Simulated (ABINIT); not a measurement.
# Nb (P-1) in ABINIT: reference runs

Aim: a first look at Nb with PBE, on the cell as given.

Program: ABINIT 10.8.3 (patched build). These are calculated values, not measurements. Logs are shortened: lines on timing, memory, paths and dates and some standing lists are left out, and cuts for length are marked. The log counts tension as positive stress, the text compression.

### 1 The structure

The typed cell holds 1 atom: a = 2.707 Å, b = 3.357 Å, c = 2.926 Å, α = 126.55°, β = 106.47°, γ = 102.66°.

This isn't the form of Nb at room conditions, which is bcc.

### 2 Single point, PBE

The input, run.abi:

```
pp_dirpath "./"
pseudos "Nb.GGA_PBE-JTH.xml"

structure "poscar:POSCAR"
natom 1
chkprim 0
chksymtnons 0
tolsym 1.0e-6

ecut 435.382180 eV
pawecutdg 32.0
pawxcdev 0

kptopt 1
ngkpt 12 11 13
nshiftk 1
shiftk 0.0 0.0 0.0

ixc 11

nband 11
occopt 3
tsmear 0.00183747

nstep 100
tolvrs 1.0e-9

iomode 3
prtwf 0
prtden 0
prteig 0
prtebands 0
```

The input, POSCAR:

```
Nb
1.0
   -1.4545883700      1.6009203400      1.6273015200
    1.6190107300     -1.9818268200      2.1726303600
    1.2182993000      1.7455377500     -2.0082080000
Nb
1
Direct
    0.0000000000      0.0000000000      0.0000000000  Nb
```

Potentials or basis: JTH PAW PBE v2.0.

Command:

```console
$ abinit run.abi > log 2>&1
```

run.abo:

```text
.Version 10.8.3 of ABINIT
 Symmetries : space group P-1 (#  2); Bravais aP (primitive triclinic)
================================================================================
 Values of the parameters that define the memory need of the present run
     intxc =       0    ionmov =       0      iscf =      17    lmnmax =      18
     lnmax =       6     mgfft =      24  mpssoang =       3    mqgrid =    3001
     natom =       1  nloc_mem =       2    nspden =       1   nspinor =       1
    nsppol =       1      nsym =       2    n1xccc =       1    ntypat =       1
    occopt =       3   xclevel =       2
       mpw =         374          nfft =        9600          nkpt =         859
 PAW method is used; the additional fine FFT grid is defined by:
   mgfftf=        36    nfftf =     32400
================================================================================
================================================================================

--------------------------------------------------------------------------------
------------- Echo of variables that govern the present computation ------------
--------------------------------------------------------------------------------
 -outvars: echo values of preprocessed input variables --------
            acell      1.0000000000E+00  1.0000000000E+00  1.0000000000E+00 Bohr
              amu      9.29063800E+01
          chkprim           0
      chksymtnons           0
             ecut      1.60000000E+01 Hartree
                       outvar_i_n : Printing only first  50 k-points.
              ixc          11
                       outvar_i_n : Printing only first  50 k-points.
         kptrlatt       12    0    0      0   11    0      0    0   13
          kptrlen      5.87423586E+01
            natom           1
            nband          11
            ngfft          20      24      20
          ngfftdg          30      36      30
             nkpt         859
            nstep         100
             nsym           2
           ntypat           1
                       prtocc : prtvol=0, do not print more k-points.
           occopt           3
        pawecutdg      3.20000000E+01 Hartree
         pawxcdev           0
           prtden           0
        prtebands           0
           prteig           0
            prtwf           0
            rprim     -2.7487736452E+00  3.0253009920E+00  3.0751541971E+00
                       3.0594868746E+00 -3.7451099188E+00  4.1056763532E+00
                       2.3022520164E+00  3.2985882899E+00 -3.7949631239E+00
          spgroup           2
           tolsym      1.00000000E-06
           tolvrs      1.00000000E-09
           tsmear      1.83747000E-03 Hartree
            typat      1
           useylm           1
                       outvars : Printing only first  50 k-points.
            znucl       41.00000

================================================================================

 chkinp: Checking input parameters for consistency.

[... 102 lines left out ...]

 ----iterations are completed or convergence reached----

 Mean square residual over all n,k,spin=   15.382E-08; max=  43.297E-05
 reduced coordinates (array xred) for    1 atoms
       0.000000000000      0.000000000000      0.000000000000
 rms dE/dt=  0.0000E+00; max dE/dt=  0.0000E+00; dE/dt below (all hartree)
    1       0.000000000000      0.000000000000      0.000000000000

 cartesian coordinates (angstrom) at end:
    1      0.00000000000000     0.00000000000000     0.00000000000000

 cartesian forces (hartree/bohr) at end:
    1     -0.00000000000000    -0.00000000000000    -0.00000000000000
 frms,max,avg= 0.0000000E+00 0.0000000E+00   0.000E+00  0.000E+00  0.000E+00 h/b

 cartesian forces (eV/Angstrom) at end:
    1     -0.00000000000000    -0.00000000000000    -0.00000000000000
 frms,max,avg= 0.0000000E+00 0.0000000E+00   0.000E+00  0.000E+00  0.000E+00 e/A
 length scales=  1.000000000000  1.000000000000  1.000000000000 bohr
              =  0.529177210544  0.529177210544  0.529177210544 angstroms
 Fermi (or HOMO) energy (hartree) =   0.53529   Average Vxc (hartree)=  -0.45811
 Eigenvalues (hartree) for nkpt= 859  k points:
 kpt#   1, nband= 11, wtk=  0.00058, kpt=  0.0000  0.0000  0.0000 (reduced coord)
  -1.47483   -0.57847   -0.55535   -0.54878    0.30945    0.45190    0.52631    0.59536
   0.65369    0.71269    0.97310
      occupation numbers for kpt#   1
   2.00000    2.00000    2.00000    2.00000    2.00000    2.00000    1.98505    0.00000
   0.00000    0.00000    0.00000
 prteigrs : prtvol=0 or 1, do not print more k-points.

--- !EnergyTerms
iteration_state     : {dtset: 1, }
comment             : Components of total free energy in Hartree
kinetic             :  1.32687782571131E+01
hartree             :  9.06842695084967E+00
xc                  : -6.63416471335106E+00
Ewald energy        : -4.91187528273901E+01
psp_core            :  1.70455260344309E+00
local_psp           : -4.03978711206764E+01
PAW spherical_terms :  1.45923351726124E+01
internal            : -5.75166956773994E+01
'-kT*entropy'       : -2.93266106519898E-04
total_energy        : -5.75169889435059E+01
total_energy_eV     : -1.56511700184756E+03
...

--- !EnergyTermsDC
iteration_state     : {dtset: 1, }
comment             : '"Double-counting" decomposition of free energy'
band_energy         : -4.17107758620953E+00
Ewald energy        : -4.91187528273901E+01
psp_core            :  1.70455260344309E+00
xc_dc               : -7.88387821886289E+00
PAW spherical_terms :  1.95245540267893E+00
internal            : -5.75167006263405E+01
'-kT*entropy'       : -2.93266106519898E-04
total_energy_dc     : -5.75169938924470E+01
total_energy_dc_eV  : -1.56511713651511E+03
...

--- !EnergyTermsWithPAWCore
iteration_state     : {dtset: 1, }
comment             : 'Components of total free energy, including PAW core contributions'
Total energy        : -3.81997158892662E+03
Total energy DC     : -3.81997159387556E+03
Total energy (eV)   : -1.03946722354956E+05
Total energy DC (eV): -1.03946722489624E+05
...

 Cartesian components of stress tensor (hartree/bohr^3)
  sigma(1 1)= -8.83100292E-04  sigma(3 2)= -4.26225134E-04
  sigma(2 2)= -5.69734587E-05  sigma(3 1)=  5.54430620E-05
  sigma(3 3)= -1.67712842E-04  sigma(2 1)= -1.94442812E-05

-Cartesian components of stress tensor (GPa)         [Pressure=  1.0864E+01 GPa]
- sigma(1 1)= -2.59817076E+01  sigma(3 2)= -1.25399764E+01
- sigma(2 2)= -1.67621703E+00  sigma(3 1)=  1.63119120E+00
- sigma(3 3)= -4.93428217E+00  sigma(2 1)= -5.72070505E-01

== END DATASET(S) ==============================================================
================================================================================

 -outvars: echo values of variables after computation  --------
            acell      1.0000000000E+00  1.0000000000E+00  1.0000000000E+00 Bohr
           etotal     -5.7516993892E+01
            fcart     -0.0000000000E+00 -0.0000000000E+00 -0.0000000000E+00
            rprim     -2.7487736452E+00  3.0253009920E+00  3.0751541971E+00
                       3.0594868746E+00 -3.7451099188E+00  4.1056763532E+00
                       2.3022520164E+00  3.2985882899E+00 -3.7949631239E+00
           strten     -8.8310029179E-04 -5.6973458749E-05 -1.6771284208E-04
                      -4.2622513383E-04  5.5443062016E-05 -1.9444281246E-05
 Calculation completed.
```

Wall time 84 s (1 thread of Arm Neoverse V1, shared host); peak memory 0.22 GiB.

Results:

- Free energy: -1565.1171 eV
- Pressure: 10.9 GPa
- Band gap on the k mesh: none (metal or under the smearing width)
- Valence electrons inside the program's atomic spheres: Nb 10.29 (radii [1.1753] Å)
